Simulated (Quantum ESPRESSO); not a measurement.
Something may be wrong with this Quantum ESPRESSO 7.5 calculation of GaAs.

Contents of pw.in:

```
&CONTROL
  calculation = 'scf'
  prefix = 'pwscf'
  outdir = './tmp'
  pseudo_dir = './pseudo'
  tprnfor = .true.
  tstress = .true.
  disk_io = 'nowf'
/
&SYSTEM
  ibrav = 0
  nat = 2
  ntyp = 2
  ecutwfc = 84
  nbnd = 21
  occupations = 'smearing'
  smearing = 'fd'
  degauss = 0.00367493
/
&ELECTRONS
  conv_thr = 4d-10
  electron_maxstep = 80
  mixing_beta = 0.5
/
ATOMIC_SPECIES
As    74.9216 As.upf
Ga    69.7230 Ga.upf
CELL_PARAMETERS angstrom
   0.0000000000    2.8268500000    2.8268500000
   2.8268500000    0.0000000000    2.8268500000
   2.8268500000    2.8268500000    0.0000000000
ATOMIC_POSITIONS crystal
As     0.7500000000    0.7500000000    0.7500000000
Ga     0.0000000000    0.0000000000    0.0000000000
K_POINTS automatic
1 1 1 0 0 0
```

Potentials or basis: PseudoDojo 0.4 FR PBE standard.

The run is started by

```bash
$ OMP_NUM_THREADS=1 pw.x -in pw.in > pw.out
```

pw.out:

```text
This program is part of the open-source Quantum ESPRESSO suite
     for quantum simulation of materials; please cite
         "P. Giannozzi et al., J. Phys.:Condens. Matter 21 395502 (2009);
         "P. Giannozzi et al., J. Phys.:Condens. Matter 29 465901 (2017);
         "P. Giannozzi et al., J. Chem. Phys. 152 154105 (2020);
     in publications or presentations arising from this work. More details at

     Message from routine setup:
     using ibrav=0 with symmetry is DISCOURAGED, use correct ibrav instead

     G-vector sticks info
     --------------------
     sticks:   dense  smooth     PW     G-vecs:    dense   smooth      PW
     Sum        1333    1333    313                31775    31775    3839

     Using Slab Decomposition

     bravais-lattice index     =            0
     lattice parameter (alat)  =       7.5547  a.u.
     unit-cell volume          =     304.8842 (a.u.)^3
     number of atoms/cell      =            2
     number of atomic types    =            2
     number of electrons       =        28.00
[... 135 lines left out ...]
     Davidson diagonalization with overlap
     ethr =  7.27E-12,  avg # of iterations =  2.0

     End of self-consistent calculation

[... 6 lines left out ...]
     the Fermi energy is    10.1058 ev

!    total energy              =    -363.74770304 Ry
     estimated scf accuracy    <          6.8E-11 Ry
     smearing contrib. (-TS)   =      -0.00710001 Ry
     internal energy E=F+TS    =    -363.74060303 Ry

     The total energy is F=E-TS. E is the sum of the following terms:
     one-electron contribution =    -192.93079243 Ry
     hartree contribution      =     117.28790306 Ry
     xc contribution           =     -89.74487989 Ry
     ewald contribution        =    -198.35283378 Ry

     convergence has been achieved in  10 iterations

     Forces acting on atoms (cartesian axes, Ry/au):

     atom    1 type  1   force =    -0.00000000   -0.00000000   -0.00000000
     atom    2 type  2   force =    -0.00000000    0.00000000   -0.00000000

     Total force =     0.000000     Total SCF correction =     0.000000

     Computing stress (Cartesian axis) and pressure

          total   stress  (Ry/bohr**3)                   (kbar)     P=      555.81
   0.00377830   0.00000000   0.00000000          555.81        0.00        0.00
   0.00000000   0.00377830   0.00000000            0.00      555.81        0.00
   0.00000000   0.00000000   0.00377830            0.00        0.00      555.81

=------------------------------------------------------------------------------=
   JOB DONE.
=------------------------------------------------------------------------------=
```

What happened, and what is wrong with the input?

The run converged. The input holds a flaw that was put in on purpose: one k point for a small cell (k = 1 × 1 × 1). The program doesn't stop on it, so the numbers can't be trusted though the run ends normally.
